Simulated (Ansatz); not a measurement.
InN: response to strain

Base system: InN in the zinc blende structure (space group F-43m, No. 216).

```
InN
1.0
    0.00000     2.49960     2.49960
    2.49960     0.00000     2.49960
    2.49960     2.49960     0.00000
N In
1 1
Direct
  0.75000   0.75000   0.75000
  0.00000   0.00000   0.00000
```

Cartesian axes are those of the cell as printed.

Strains are applied to the cell and any free atomic positions relax; under biaxial strain the out-of-plane vector relaxes too; under stress the whole cell relaxes.

All numbers come from r2SCAN/PAW in Ansatz (a first-principles code), scalar-relativistic without spin-orbit coupling.

Notes on the quantities. energy relative to the base: free energy F.

| change | space group | shortest interatomic distance | energy relative to the base |
|---|---|---|---|
| base | F-43m (No. 216) | 2.165 Å | 0 meV/atom |
| biaxial strain −0.74 %, plane normal [001], relaxed out of plane | I-4m2 (No. 119) | 2.161 Å | +0.7 meV/atom |
| biaxial strain −3.74 %, plane normal [110], relaxed out of plane | Imm2 (No. 44) | ? | +34 meV/atom |
| biaxial strain +3.64 %, plane normal [111], relaxed out of plane | R3m (No. 160) | 2.174 Å | +34 meV/atom |
| isotropic strain −1.30 % | F-43m (No. 216) | 2.137 Å | +11 meV/atom |
| isotropic strain +4.40 % | F-43m (No. 216) | 2.260 Å | +102 meV/atom |
| tensor shear ε_xz = +2.90 % | Imm2 (No. 44) | 2.156 Å | +14 meV/atom |
| uniaxial stress, 3 GPa compression along z | I-4m2 (No. 119) | 2.160 Å | +7.0 meV/atom |
| uniaxial stress, 0.5 GPa compression along z | I-4m2 (No. 119) | 2.164 Å | +0.2 meV/atom |
| tensor shear ε_xy = −0.77 % | Imm2 (No. 44) | 2.162 Å | +1.0 meV/atom |

### Question
What belongs in the blanks?

### Answer

- biaxial strain −3.74 %, plane normal [110], relaxed out of plane, shortest interatomic distance: 2.130 Å

The mesh was chosen for an insulator and is coarse for the gapless case. Stability under load was not tested beyond the relaxation. All final runs are without spin polarisation. This is not the structure that InN has at room temperature and ambient pressure.
